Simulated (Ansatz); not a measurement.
# Electron scattering at the Σ5 (310) boundary in fcc Rh with Ta (substitutional), part 2 of 2

How much does the Σ5 (310) boundary in fcc Rh with Ta (substitutional) reflect electrons?

Ansatz 0.2.0; Ansatz plane-wave DFT, PBE, PAW files; relaxation of a bicrystal slab with its lowest layers held; PAW set soft_1 (the session's first sound run).

So far. Step 2 (Relaxing the bicrystal): The largest force component on a free atom ends at 0.017 eV/Å, under the tolerance of 0.03, after 8 steps.

## (3) Transmission across the boundary

Bulk layers of each grain are laid under and over the relaxed boundary, and a lead is named in the middle of each, away from the free faces. The mesh across the current, 10×16, is finer than the density's, because channels open and close sharply across the zone. Energies from -0.1 to 0.1 eV in steps of 0.05 eV are too few for the program's thermal sum, so it prints no conductance; for a metal the transmission near the Fermi level serves, at a fraction of the cost.

This step: Ansatz plane-wave DFT, PBE, PAW files; ballistic transport by layer matching (Landauer), zero bias; boundary relaxed in a short slab, bulk layers laid on; PAW set soft_1 (Ansatz 0.2.0).

System of this step: Σ5 (310) boundary in fcc Rh with Ta (substitutional). The cell holds 72 atoms: 71 Rh and 1 Ta. Its edges and angles: a = 6.013 Å, b = 3.803 Å, c = 51.319 Å, α = 90.0°, β = 90.0°, γ = 90.0°. It derives from Rh. Regions: lower grain, 29 atoms (29 Rh); boundary, 20 atoms (19 Rh and 1 Ta); upper grain, 23 atoms (23 Rh). Vacuum lies along c.

The input, input.yaml:

```yaml
crystal:
  lattice:
    - [6.0132290847, 0.0, 0.0]
    - [0.0, 3.8031, 0.0]
    - [0.0, 0.0, 51.3192468304]
  atoms:
    - { symbol: Rh, position: [11.7, -19.5, 0.0779434666] }
    - { symbol: Rh, position: [11.4, -19.0, 0.0896607646] }
    - { symbol: Rh, position: [11.1, -18.5, 0.1013780626] }
    - { symbol: Rh, position: [10.8, -18.0, 0.1130953606] }
    - { symbol: Rh, position: [10.5, -17.5, 0.1248126586] }
    - { symbol: Rh, position: [10.2, -17.0, 0.1365299566] }
    - { symbol: Rh, position: [9.9, -16.5, 0.1482472546] }
    - { symbol: Rh, position: [9.6, -16.0, 0.1599645526] }
    - { symbol: Rh, position: [9.3, -15.5, 0.1716818506] }
    - { symbol: Rh, position: [9.0, -15.0, 0.1833991486] }
    - { symbol: Rh, position: [8.7, -14.5, 0.1951164466] }
    - { symbol: Rh, position: [8.4, -14.0, 0.2068337446] }
    - { symbol: Rh, position: [8.1, -13.5, 0.2185510426] }
    - { symbol: Rh, position: [7.8, -13.0, 0.2302683406] }
    - { symbol: Rh, position: [7.5, -12.5, 0.2419856386] }
    - { symbol: Rh, position: [7.2, -12.0, 0.2537029366] }
    - { symbol: Rh, position: [6.9, -11.5, 0.2654202347] }
    - { symbol: Rh, position: [6.6, -11.0, 0.2771375327] }
    - { symbol: Rh, position: [6.3, -10.5, 0.2888548307] }
    - { symbol: Rh, position: [6.0, -10.0, 0.3005721287] }
    - { symbol: Rh, position: [5.7, -9.5, 0.3122894267] }
    - { symbol: Rh, position: [5.4, -9.0, 0.3240067247] }
    - { symbol: Rh, position: [5.1, -8.5, 0.3357240227] }
    - { symbol: Rh, position: [4.8, -8.0, 0.3474413207] }
    - { symbol: Rh, position: [4.5, -7.5, 0.3591586187] }
    - { symbol: Rh, position: [4.2, -7.0, 0.3708759167] }
    - { symbol: Rh, position: [3.9, -6.5, 0.3825932147] }
    - { symbol: Rh, position: [3.6, -6.0, 0.3943105127] }
    - { symbol: Rh, position: [3.3, -5.5, 0.4060278107] }
    - { symbol: Rh, position: [1.0, 0.0, 0.4177451087] }
    - { symbol: Rh, position: [0.6971331614, 0.5, 0.4292800632] }
    - { symbol: Rh, position: [0.4005894764, 0.0, 0.4408905853] }
    - { symbol: Rh, position: [0.1017787814, 0.5, 0.4536076604] }
    - { symbol: Rh, position: [0.7987536359, 0.0, 0.4642465441] }
    - { symbol: Rh, position: [0.5021322658, 0.5, 0.4772846859] }
    - { symbol: Rh, position: [0.1969175999, 0.0, 0.4888840246] }
    - { symbol: Rh, position: [0.8994953708, 0.5, 0.5014066714] }
    - { symbol: Rh, position: [0.5929747885, 0.0, 0.511277525] }
    - { symbol: Rh, position: [0.3117073098, 0.5, 0.5360266496] }
    - { symbol: Ta, position: [0.0079665371, 0.0, 0.5348126905] }
    - { symbol: Rh, position: [0.6026977818, 0.0, 0.5590257763] }
    - { symbol: Rh, position: [0.9052754712, 0.5, 0.5686022896] }
    - { symbol: Rh, position: [0.2033015545, 0.0, 0.5805312501] }
    - { symbol: Rh, position: [0.5072253795, 0.5, 0.5927136076] }
    - { symbol: Rh, position: [0.8061375177, 0.0, 0.6054938845] }
    - { symbol: Rh, position: [0.1094875735, 0.5, 0.6164998989] }
    - { symbol: Rh, position: [0.408315005, 0.0, 0.6289967324] }
    - { symbol: Rh, position: [0.7060752553, 0.5, 0.6403067464] }
    - { symbol: Rh, position: [1.0068526137, 0.0, 0.6525586793] }
    - { symbol: Rh, position: [3.3068526137, -5.5, 0.6642759773] }
    - { symbol: Rh, position: [3.6068526137, -6.0, 0.6759932753] }
    - { symbol: Rh, position: [3.9068526137, -6.5, 0.6877105733] }
    - { symbol: Rh, position: [4.2068526137, -7.0, 0.6994278713] }
    - { symbol: Rh, position: [4.5068526137, -7.5, 0.7111451693] }
    - { symbol: Rh, position: [4.8068526137, -8.0, 0.7228624673] }
    - { symbol: Rh, position: [5.1068526137, -8.5, 0.7345797653] }
    - { symbol: Rh, position: [5.4068526137, -9.0, 0.7462970634] }
    - { symbol: Rh, position: [5.7068526137, -9.5, 0.7580143614] }
    - { symbol: Rh, position: [6.0068526137, -10.0, 0.7697316594] }
    - { symbol: Rh, position: [6.3068526137, -10.5, 0.7814489574] }
    - { symbol: Rh, position: [6.6068526137, -11.0, 0.7931662554] }
    - { symbol: Rh, position: [6.9068526137, -11.5, 0.8048835534] }
    - { symbol: Rh, position: [7.2068526137, -12.0, 0.8166008514] }
    - { symbol: Rh, position: [7.5068526137, -12.5, 0.8283181494] }
    - { symbol: Rh, position: [7.8068526137, -13.0, 0.8400354474] }
    - { symbol: Rh, position: [8.1068526137, -13.5, 0.8517527454] }
    - { symbol: Rh, position: [8.4068526137, -14.0, 0.8634700434] }
    - { symbol: Rh, position: [8.7068526137, -14.5, 0.8751873414] }
    - { symbol: Rh, position: [9.0068526137, -15.0, 0.8869046394] }
    - { symbol: Rh, position: [9.3068526137, -15.5, 0.8986219374] }
    - { symbol: Rh, position: [9.6068526137, -16.0, 0.9103392354] }
    - { symbol: Rh, position: [9.9068526137, -16.5, 0.9220565334] }
kpoints:
  mp_grid: { grid: [4, 7, 1] }
hamiltonian:
  xc: pbe
  pseudopotentials: { kind: paw, azcp: { folder: soft_1 } }
scf:
  occupations: { method: fermi_dirac, width: 0.1 }
output:
  transmission:
    leads: [[15, 16], [59, 60]]
    kmesh: [10, 16]
    e_range: [-0.1, 0.1]
    de: 0.05
  write_potential: true
  write_density: true
  volumetric_format: npy
  elf: true
```

The run is started by

```sh
$ ansatz run input.yaml --threads 4 --pin off --max-ram 15360MiB --backend cpu --events-out ev --progress --plain --runs-dir out
```

Numbers of over 12 decimals in the logs are rounded to 6 here.

The program printed:

```text
[...]
Crystal: 72 atoms, lattice volume = 1173.615 Å³
Basis set: ecut = 420 eV, 22955 PW (Γ)
Bands: 732, of which v1, the nominal top of the filled ones, is band 610 counted from 1 (609 counted from 0)
Symmetry: 2 space group operations
[...]
k-points: 12 of 28 (time reversal used)
[...]
SCF iter   1: F=—  HF=-464569.292005 eV  |F-HF|=—  |Δ(HF+E_count)|=         —  Δρ=9.99e-2  dr2=3.54e2  ethr=3.10e-3  ⟨swp⟩=5.8  Hψ=28904  notcnv=0  defer=387
[...]
SCF iter  12: F=-464535.572035 eV  HF=-464535.572035 eV  |F-HF|=7.28e-8  |Δ(HF+E_count)|=   1.36e-8  Δρ=1.88e-6  dr2=8.46e-8  ethr=8.20e-12  ⟨swp⟩=11.2  Hψ=23657  notcnv=0
SCF 1 converged in 12 iterations: F = -464535.572035 eV  dr2 = 8.46e-8
[...]
transmission: 405 of 4050 steps passed
transmission: 810 of 4050 steps passed
[...]
transmission: 4050 of 4050 steps passed
WARN: The output density's exchange-correlation potential varies sharply where the density is thin. Do not read a vacuum level from v_tot or v_xc, or from such a field of the output density. On a cell that repeats whose density bears no net charge and no dipole along the vacuum's axis use v_es (v_loc + v_h of the components); under efield.dipole_correction with no amplitude use v_es + v_field, which holds any externa [...]
SCF converged after 12 iterations
Free energy (F): -464535.572035 eV
[...]
Internal energy: -464532.121361 eV  (E = F + TS)
E sigma→0 (E₀):  -464533.846698 eV
Entropy (-TS):   -3.450674 eV (-47.926 meV/atom)
Fermi energy:    18.188879 eV
[...]
--- Band table (eV; the first three rows and the last of 12) ---
  k-point 0: bands = [... 606 lower, 18.0962, 18.1230, 18.1277, 18.1432, 18.1476, 18.1892, 18.2302, 18.2362, ... 118 higher]
  k-point 1: bands = [... 606 lower, 18.2782, 18.3053, 18.3287, 18.3408, 18.3664, 18.3789, 18.4117, 18.4232, ... 118 higher]
  k-point 2: bands = [... 606 lower, 18.2933, 18.3292, 18.3362, 18.3552, 18.3634, 18.3803, 18.4012, 18.4129, ... 118 higher]
  k-point 11: bands = [... 606 lower, 18.0908, 18.0958, 18.1048, 18.1223, 18.1852, 18.1888, 18.2012, 18.2079, ... 118 higher]
--- Transmission ---
  basis      : 201 plane waves across, 75 finite elements along
  points     : 54, standing for a mesh of 10 x 16
  energies   : 5 from -0.100000 to 0.100000 eV about the Fermi level, 0.050000 eV apart; the leads are filled to 0.000000 eV, and channels, transmission and decay are at 0.000000 eV
  crystal 0  : Rh4, at the sites [15, 16], period 2.4053 Å, over 18.04 Å; its Hamiltonian steps by up to 14.5 meV
    offset         : up to 0.0000 Å between an atom of the period and one for which it stands
    channels       : 6.875000e0 a spin
    conductance    : none, the energies end too early or step too widely for 300 K: set another output.transmission.e_range or a lower de, or, where they end at an eighth of basis.ecutwfc, a higher one
[...]
channels       : 6.900000e0 a spin
[...]
junction   : crystal 0 to crystal 1, 12.72 to 38.00 Å
    transmission   : 2.811681e0 a spin
[...]
```

Wall time 33 min (4 threads of Arm Neoverse V1, shared host); peak memory 11 GiB; 2.1 h of CPU time.

Reading the cycles: dr2 is the Hartree energy of the density residual (eV), the measure of convergence; HF is the Harris–Foulkes estimate of the energy, which meets the free energy F at convergence.

This step gave:

```yaml
free_energy: -464535.5720 eV
energy_at_zero_smearing: -464533.8467 eV
fermi_energy: 18.19 eV
cell_area: 22.87 Å²
transmission_per_spin_nearest_the_fermi_level: 2.812
open_channels_per_spin_nearest_the_fermi_level: 6.875
open_channels_per_spin_upper_lead: 6.9
step_of_the_lead_s_potential: 14.5 meV
step_of_the_upper_lead_s_potential: 14.1 meV
```

Per spin. Table of transmission, zone mean by energy, zero at the Fermi level:

```csv
energy (eV),"transmission, zone mean"
-0.1000,2.76
-0.0500,2.79
0.0000,2.81
0.0500,2.85
0.1000,2.82
```

Per spin. The open channels, zone mean by energy, zero at the Fermi level:

```
energy (eV)  lead  upper lead
    -0.1000  6.86        6.86
    -0.0500  6.88        6.88
     0.0000  6.88         6.9
     0.0500  7.16        7.16
     0.1000  7.11        7.11
```

Transmission over k1 and k2. At 0.0000 eV from the Fermi level.

Values, 16 rows by 10 columns:
```
3.60 2.44 2.27 2.01 3.30 4.21 3.30 2.01 2.27 2.44
2.51 2.73 2.48 2.51 2.61 2.50 2.61 2.51 2.48 2.73
2.48 2.74 3.00 3.02 2.52 2.39 2.52 3.02 3.00 2.74
1.69 2.21 2.14 2.66 2.90 3.00 2.90 2.66 2.14 2.21
2.31 2.20 2.69 2.49 3.71 4.07 3.71 2.49 2.69 2.20
2.39 1.93 2.71 3.31 4.13 4.06 4.13 3.31 2.71 1.93
2.34 2.40 3.02 2.84 3.21 4.00 3.21 2.84 3.02 2.40
2.25 2.26 3.12 3.57 4.02 3.18 4.02 3.57 3.12 2.26
2.34 2.40 3.02 2.84 3.21 4.00 3.21 2.84 3.02 2.40
2.39 1.93 2.71 3.31 4.13 4.06 4.13 3.31 2.71 1.93
2.31 2.20 2.69 2.49 3.71 4.07 3.71 2.49 2.69 2.20
1.69 2.21 2.14 2.66 2.90 3.00 2.90 2.66 2.14 2.21
2.48 2.74 3.00 3.02 2.52 2.39 2.52 3.02 3.00 2.74
2.51 2.73 2.48 2.51 2.61 2.50 2.61 2.51 2.48 2.73
3.60 2.44 2.27 2.01 3.30 4.21 3.30 2.01 2.27 2.44
4.13 2.82 1.42 2.61 4.20 4.38 4.20 2.61 1.42 2.82
```
Columns: k1 (b1) from -0.5 to 0.4; rows upwards: k2 (b2) from -0.5 to 0.438.

Open channels over k1 and k2. At 0.0000 eV from the Fermi level.

Values, 16 rows by 10 columns:
```
 8.0  7.0  6.0  5.0  9.0 10.0  9.0  5.0  6.0  7.0
 8.0  7.0  6.0  6.0  6.0  7.0  6.0  6.0  6.0  7.0
 6.0  7.0  7.0  7.0  6.0  5.0  6.0  7.0  7.0  7.0
 4.0  4.0  4.0  5.0  6.0  6.0  6.0  5.0  4.0  4.0
 6.0  6.0  6.0  5.0  7.0  8.0  7.0  5.0  6.0  6.0
 8.0  6.0  7.0  7.0  8.0  8.0  8.0  7.0  7.0  6.0
 8.0  7.0 10.0  9.0  7.0  8.0  7.0  9.0 10.0  7.0
 8.0  8.0 10.0 10.0 10.0  8.0 10.0 10.0 10.0  8.0
 8.0  7.0 10.0  9.0  7.0  8.0  7.0  9.0 10.0  7.0
 8.0  6.0  7.0  7.0  8.0  8.0  8.0  7.0  7.0  6.0
 6.0  6.0  6.0  5.0  7.0  8.0  7.0  5.0  6.0  6.0
 4.0  4.0  4.0  5.0  6.0  6.0  6.0  5.0  4.0  4.0
 6.0  7.0  7.0  7.0  6.0  5.0  6.0  7.0  7.0  7.0
 8.0  7.0  6.0  6.0  6.0  7.0  6.0  6.0  6.0  7.0
 8.0  7.0  6.0  5.0  9.0 10.0  9.0  5.0  6.0  7.0
10.0  8.0  4.0  6.0 10.0 10.0 10.0  6.0  4.0  8.0
```
Columns: k1 (b1) from -0.5 to 0.4; rows upwards: k2 (b2) from -0.5 to 0.438.

Electrostatic potential energy in the ca plane at fractional y = 0.000, with atoms of Rh and Ta within 0.2 Å of it. With pseudopotentials it is smooth inside the atoms' cores, unlike the true potential.

Ten even steps from '0' (-63 eV) to '9' (21 eV), each cell a mean:
```
99999620148987789999984224799999877899720148
99999854579863248999987556899998522479864579
89999988899830026999998888999997300269998899
89988899999830026999889999878998300269999987
99743589999963358986447997434799643589999863
98410269999987789972014885101489988899999730
98400169998899999962003785101489999988899730
99632479864479999974225897423699999753579863
99876799730148999997668999877899998510158987
99999999620037999999999999999989998410158999
55799999741248987568999999998656899632369999
11489999976689973125899999996212599876799999
00279999999999951004899889995100489999999999
11379976789999962015887667896212599999976689
55799731269999986457985324788656899999731258
99999510048999999899974113689999999999610037
```
Columns run along c (16.0 Å, from fractional 0.37 to 0.68 of the cell; values clipped at the 3rd and 97th percentile), rows up along a (6.0 Å). Atoms in or near the plane, at fractional coordinates: Rh at (0.37, 0.20), Rh at (0.39, 0.60), Rh at (0.42, 0.00), Rh at (0.44, 0.40), Rh at (0.46, 0.80), Rh at (0.49, 0.20), Rh at (0.51, 0.59), Ta at (0.53, 0.01), Rh at (0.56, 0.60), Rh at (0.58, 0.20), Rh at (0.61, 0.81), Rh at (0.63, 0.41), Rh at (0.65, 0.01), Rh at (0.68, 0.61).

ELF in the ca plane at fractional y = 0.000, with atoms of Rh and Ta within 0.2 Å of it. It is the smooth field of the valence electrons, not physical close to the nuclei.

Ten even steps from '0' (0.15) to '9' (0.75), each cell a mean:
```
10001489851112311111018769301111133211379862
10001256621147752001103775011101578621146531
21001112111269984011121111221102799841111111
11122111000279983111222222232112699841001112
11367521000146752124663223576311376410000147
12699841000112221137996224899511122111000279
12699841111111100038996224899510011122111279
01478621246531000026885213687300001257621147
01133211379862000112441111233110001589851113
11111011489973101111100000011111001599951100
54211000268851113542111001111454201378731000
88620001124421137885111001114798510134311000
99731101111100158996320000225899610001111101
89621134311000037985322563134798510001134421
55311378741000114653218888323454210000378851
11111589962100111112129208502111110011489972
```
Columns run along c (16.0 Å, from fractional 0.37 to 0.68 of the cell), rows up along a (6.0 Å). Atoms in or near the plane, at fractional coordinates: Rh at (0.37, 0.20), Rh at (0.39, 0.60), Rh at (0.42, 0.00), Rh at (0.44, 0.40), Rh at (0.46, 0.80), Rh at (0.49, 0.20), Rh at (0.51, 0.59), Ta at (0.53, 0.01), Rh at (0.56, 0.60), Rh at (0.58, 0.20), Rh at (0.61, 0.81), Rh at (0.63, 0.41), Rh at (0.65, 0.01), Rh at (0.68, 0.61).

Valence density in the ca plane at fractional y = 0.000, with atoms of Rh and Ta within 0.2 Å of it. It is the smooth field of the valence electrons, not physical close to the nuclei.

Ten even steps from '0' (0 e/Å³) to '9' (13 e/Å³), each cell a mean:
```
00000158620000000000001332000000000000047620
00000012200013420000000110000000144200012100
00000000000037951000000000000000389510000000
00000000000037841000000000000000278410000000
00023100000013320001220000232000123100000013
00268510000000000004772001586200000000000037
00279510000000000015983001596200000000000037
00134200012200000002541000243100000023200013
00001000037620000000110000000000000158510000
00000000149830000000000000000000000269610000
11000000025520000110000000000111000135300000
65200000001100003641000000001465100001000000
99400000000000016973000000001697200000000000
66300001000000014752000010001465100000001100
11000035410000001210001232000111000000035520
00000169720000000000002322000000000000159830
```
Columns run along c (16.0 Å, from fractional 0.37 to 0.68 of the cell), rows up along a (6.0 Å). Atoms in or near the plane, at fractional coordinates: Rh at (0.37, 0.20), Rh at (0.39, 0.60), Rh at (0.42, 0.00), Rh at (0.44, 0.40), Rh at (0.46, 0.80), Rh at (0.49, 0.20), Rh at (0.51, 0.59), Ta at (0.53, 0.01), Rh at (0.56, 0.60), Rh at (0.58, 0.20), Rh at (0.61, 0.81), Rh at (0.63, 0.41), Rh at (0.65, 0.01), Rh at (0.68, 0.61).

Over the solved energies the transmission per spin lies between 2.76 and 2.85, out of 6.98 channels of the lead on average (up to 7.16).

## (4) Specific resistance

This step: Ansatz plane-wave DFT, PBE, PAW files; ballistic transport by layer matching (Landauer), zero bias; specific resistance of the boundary; PAW set soft_1 (Ansatz 0.2.0).

This step gave:

```yaml
area_resistance: 0.6289 fΩ m²
t_over_the_leads_mean_channel_count: 0.4020
```

Averaged over the energies near the Fermi level, 40.2 % of the channels pass, which makes 0.629 fΩ m².

By hand, with T and the leads' channels N averaged over the energies near the Fermi level: RA = A (h/2e²)(1/T − ½[1/N₁ + 1/N₂]) = 22.87×10⁻²⁰ m² × 12 906 Ω × (1/2.806 − ½[1/6.977 + 1/6.982]) = 0.629 fΩ m².

## (5) Outcome

```
specific resistance of the boundary : 0.629 fΩ m²
share of channels that pass         : 0.402
```

In words: The boundary has a specific resistance of 0.63 fΩ m². The boundary reflects 60 % of the channels; 0.63 fΩ m² is 6.3×10⁻¹² Ω·cm². One Ta in 22.9 Å² of boundary is a high coverage. Each plane of this narrow cell holds one atom, so the solute fills a whole plane. One starting structure was relaxed; another shift or atom count at the boundary may lie lower. Spin-orbit coupling is left out, which matters for Ta.

[Logs are printed without paths, hosts, clocks, repeated set-up lines and the standing remarks that a program may print on its own settings, such as how far it seeks lower states.]

[Hosts, paths, dates, database ids (printed as entryN), source tags and the programs' standing remarks are cut or masked in the printed files.]
